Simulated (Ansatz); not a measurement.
Formation energy of MnAs

Computed with Ansatz (plane waves, PAW, 420 eV cutoff): PBE, scalar-relativistic, collinear spin, 10×10×6 k-mesh, Gaussian smearing of 0.05 eV. The datasets are Ansatz's generated set soft_2.

The chain of runs began from a cell as deposited in COD, expanded in volume. Of that entry: the entry's cell lengths or inner coordinates differ somewhat from later room-temperature determinations.

It takes space group P6_3/mmc (No. 194, hexagonal). Conventional cell: a = 3.648 Å, b = 3.648 Å, c = 5.496 Å, α = 90.00°, β = 90.00°, γ = 120.00°. Mn (site symmetry -3m) is surrounded by 6 As at 2.51 Å and 2 Mn at 2.75 Å. As (site symmetry -6m2) is surrounded by 6 Mn at 2.51 Å. (Neighbours are counted to 15 % beyond the shortest distance.)

The elements were computed in their standard states with the same datasets, cutoff and functional. The compound's run is ferromagnetic, with site spin moments Mn 2.81; As -0.11 μB. Absolute energies hang on the potentials; compare differences alone.

Energy of the relaxed cell (4 atoms, smearing extrapolated to zero): -17510.841 eV. Elements, in eV/atom: Mn -3898.849, As -4856.136.

Question: What is the formation energy?

Answer: [-17510.841 − (2 × -3898.849 + 2 × -4856.136)] / 4 = -0.22 eV/atom, or -21 kJ per mole of atoms.

The value is for 0 K, without zero-point energy. A negative value shows stability against the elements alone, not against other compounds or structures.

The run wasn't fully tested for a lower electronic state. Site moments are of spin, integrated over atomic spheres.
